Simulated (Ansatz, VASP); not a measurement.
# Two plane-wave programs on Pd

```xyz
1
Lattice="-1.5077 1.5077 1.5077 1.5077 -1.5077 1.5077 1.5077 1.5077 -1.5077" Properties=species:S:1:pos:R:3 pbc="T T T"
Pd    0.0000    0.0000    0.0000
```

Alike in both runs: task single point; functional LDA; k mesh 16 × 16 × 16; occupations fermi-dirac, width 0.1 eV; no spin polarisation.

|  | VASP | Ansatz |
| --- | --- | --- |
| version | VASP 6.6.1 | Ansatz 0.2.0 |
| potentials or method | VASP PAW LDA potentials, release 64 (Pd) | plane waves (420 eV) with PAW, scalar-relativistic |
| plane-wave cutoff (eV) | 520 | 420 |
| valence electrons in the cell | 10 | 18 |

```csv
,VASP,Ansatz,Ansatz less VASP
pressure (GPa),10.3,10.0,-0.25
```

The two sets of potentials don't hold the same shells in valence. Ansatz warned: «pseudo_functional_mismatch».
